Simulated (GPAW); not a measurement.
# GPAW run on Li₂O (Fm-3m, 3 atoms in the cell): self-consistent single point

Method: PBE, GPAW PAW datasets PBE (gpaw-data 1.0.1) (plane waves; GPAW).

The input file:

```python
from ase import Atoms
from ase.units import GPa
from gpaw import GPAW

atoms = Atoms(['Li', 'Li', 'O'],
              cell=[[0.000000, 2.280783, 2.280783],
                    [2.280783, 0.000000, 2.280783],
                    [2.280783, 2.280783, 0.000000]],
              scaled_positions=[[0.750000, 0.750000, 0.750000],
                                [0.250000, 0.250000, 0.250000],
                                [0.000000, 0.000000, 0.000000]],
              pbc=True)

calc = GPAW(mode={'name': 'pw', 'ecut': 900},
            xc='PBE',
            kpts={'size': (6, 6, 6), 'gamma': True},
            occupations={'name': 'fermi-dirac', 'width': 0.02},
            nbands=-8,
            convergence={'forces': 0.001, 'bands': -6},
            symmetry={'symmorphic': False, 'tolerance': 0.0005},
            maxiter=120,
            txt='-')

atoms.calc = calc

energy = atoms.get_potential_energy()
print('Energy (eV):', round(energy, 6))
forces = atoms.get_forces()
print('Forces (eV/Ang):')
print(forces.round(5))
stress = atoms.get_stress()
print('Stress (GPa, Voigt):', (stress / GPa).round(4))
```

Log, with long lists cut:

```
Input parameters:
  convergence: {bands: -6,
                forces: 0.001}
  kpts: {gamma: True,
         size: (6, 6, 6)}
  maxiter: 120
  mode: {ecut: 900,
         name: pw}
  nbands: -8
  occupations: {name: fermi-dirac,
                width: 0.02}
  symmetry: {symmorphic: False,
             tolerance: 0.0005}
  xc: PBE

species:
  Li:
    name: Lithium
    Z: 3.0
    valence: 1
    core: 2
    charge: 0.0
    file: Li.PBE.gz

    # Using partial waves for Li as LCAO basis

  O:
    name: Oxygen
    Z: 8.0
    valence: 6
    core: 2
    charge: 0.0
    file: O.PBE.gz

    # Using partial waves for O as LCAO basis

Reference energy: -2446.427942  # eV

Spin-paired calculation

Convergence criteria:
 Maximum [total energy] change in last 3 cyles: 0.0005 eV / valence electron
 Maximum integral of absolute [dens]ity change: 0.0001 electrons / valence electron
 Maximum integral of absolute [eigenst]ate change: 4e-08 eV^2 / valence electron
 Maximum change in the atomic [forces] across last 2 cycles: 0.001 eV/Ang OR
Maximum error relative to the maximum force is below inf
 Maximum number of scf [iter]ations: 120

Symmetries present (total): 48
Symmetries with fractional translations: 0
216 k-points: 6 x 6 x 6 Monkhorst-Pack grid + [1/12,1/12,1/12]
16 k-points in the irreducible part of the Brillouin zone
       k-points in crystal coordinates                weights
   0:     0.00000000    0.00000000    0.00000000          1/216
   1:     0.16666667    0.16666667    0.00000000          6/216
   2:     0.16666667    0.16666667    0.16666667          8/216
   [... 7 lines left out ...]
          ...
  15:     0.50000000    0.50000000    0.50000000          4/216

Wave functions: Plane wave expansion
  Cutoff energy: 900.000 eV
  Number of coefficients (min, max): 1428, 1464
  Pulay-stress correction: 0.000000 eV/Ang^3 (de/decut=0.000000)

Occupation numbers: Fermi-Dirac:
  width: 0.0200  # eV

Eigensolver

Densities:
  Coarse grid: 24*24*24 grid
  Fine grid: 48*48*48 grid
  Total Charge: 0.000000

Density mixing:
  Method: separate
  Backend: pulay
  Linear mixing parameter: 0.05
  old densities: 5
  Damping of long wavelength oscillations: 50

Hamiltonian:
  XC and Coulomb potentials evaluated on a 48*48*48 grid
  External potential:
    NoExternalPotential

XC parameters: PBE with 2 nearest neighbor stencil

Number of atoms: 3
Number of atomic orbitals: 12
Number of bands in calculation: 12
Number of valence electrons: 8
Bands to converge: 6

Density initialized from atomic densities
  12 bands from LCAO basis set

Atomic positions and initial magnetic moments

Positions:
   0 Li     3.421175    3.421175    3.421175    ( 0.0000,  0.0000,  0.0000)
   1 Li     1.140392    1.140392    1.140392    ( 0.0000,  0.0000,  0.0000)
   2 O      0.000000    0.000000    0.000000    ( 0.0000,  0.0000,  0.0000)

Unit cell:
           periodic     x           y           z      points  spacing
  1. axis:    yes    0.000000    2.280783    2.280783    24     0.1097
  2. axis:    yes    2.280783    0.000000    2.280783    24     0.1097
  3. axis:    yes    2.280783    2.280783    0.000000    24     0.1097

  Lengths:   3.225514   3.225514   3.225514
  Angles:   60.000000  60.000000  60.000000

Effective grid spacing dv^(1/3) = 0.1197

     iter     time        total  log10-change:
                         energy   eigst   dens  force
iter:   1 --:--:--   -15.266002   +0.62
iter:   2 --:--:--   -15.031025   -1.67  -0.79
iter:   3 --:--:--   -14.461437   -1.67  -0.83
iter:   4 --:--:--   -14.396559   -2.14  -1.05
iter:   5 --:--:--   -14.399061   -2.36  -1.31
iter:   6 --:--:--   -14.401815   -3.37  -1.90
iter:   7 --:--:--   -14.402190c  -4.09  -2.21
iter:   8 --:--:--   -14.402205c  -5.19  -2.97
iter:   9 --:--:--   -14.402204c  -6.73  -3.69
iter:  10 --:--:--   -14.402207c  -6.28  -3.57
iter:  11 --:--:--   -14.402207c  -8.29c -5.02c
iter:  12 --:--:--   -14.402207c  -9.97c -5.23c -16.40c

Converged after 12 iterations.

Dipole moment: (-0.000000, -0.000000, -0.000000) |e|*Ang

Energy contributions relative to reference atoms: (reference = -2446.427942)

Kinetic:        +18.788664
Potential:      -16.744749
External:        +0.000000
XC:             -16.687297
Entropy (-ST):   -0.000000
Local:           +0.241175
SIC:             +0.000000
--------------------------
Free energy:    -14.402207
Extrapolated:   -14.402207

Showing only first 2 kpts
 Kpt  Band  Eigenvalues  Occupancy
  0     2      1.56082    2.00000
  0     3      1.56082    2.00000
  0     4      7.09085    0.00000
  0     5     13.73706    0.00000

  1     2      1.15445    2.00000
  1     3      1.15445    2.00000
  1     4      7.76512    0.00000
  1     5     14.04066    0.00000

Fermi level: 2.74655

Gap: 5.044 eV
Transition (v -> c):
  (s=0, k=0, n=3, [0.00, 0.00, 0.00]) -> (s=0, k=12, n=4, [0.50, 0.50, 0.00])
Direct/indirect transitions are different
Direct gap: 5.530 eV
Transition at: (s=0, k=0, n=3, [0.00, 0.00, 0.00])
Energy (eV): -14.402207

Forces in eV/Ang:
  0 Li    0.00000   -0.00000    0.00000
  1 Li    0.00000   -0.00000   -0.00000
  2 O     0.00000   -0.00000   -0.00000

Stress tensor:
    -0.043431     0.000000     0.000000
     0.000000    -0.043431     0.000000
     0.000000     0.000000    -0.043431
Stress (GPa, Voigt): [-6.9585 -6.9585 -6.9585  0.      0.      0.    ]
```

The run converged in 12 iterations. GPAW prints stress with tension positive.

At such cutoffs GPAW's stress carries a finite-basis (Pulay) error, which enters relaxed cells too; its log prints stress with tension positive.

The starting cell comes from a database of computed structures (which also holds hypothetical and non-ambient phases and stackings), without a prior relaxation at this level. Its lattice was rescaled by a random factor within 2.5 % of one.
